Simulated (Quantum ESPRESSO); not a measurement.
Runs of Quantum ESPRESSO 7.5 on In. The cell holds a slab with vacuum, 3 atoms: a = 3.335 Å, b = 3.335 Å, c = 20.509 Å, α = 90.00°, β = 90.00°, γ = 120.00°. 

| smearing | gap on the mesh (eV) | largest force (eV/Å) | work function (eV) |
| --- | --- | --- | --- |
| methfessel-paxton 0.2 eV | none | (b) | 3.86 |
| methfessel-paxton 0.05 eV | none | (a) | 3.84 |
| methfessel-paxton 0.1 eV | none | 0.04 | 3.87 |
| methfessel-paxton 0.01 eV | none | 0.01 | 3.82 |
| methfessel-paxton 0.025 eV | none | 0.01 | 3.82 |

Alike in all rows: task work function; level PBE; potentials or basis PseudoDojo 0.4.1 SR PBE standard; no spin polarisation; cell as given; k mesh 9 × 9 × 1; cutoff (eV) 952.

Problem. Fill in the values left out.

Solution. (a) 0.02; (b) 0.06.

A k mesh can miss the band edges, and the runs leave out spin-orbit coupling on In.

A gap of «none» marks a metal or a gap under the smearing width.
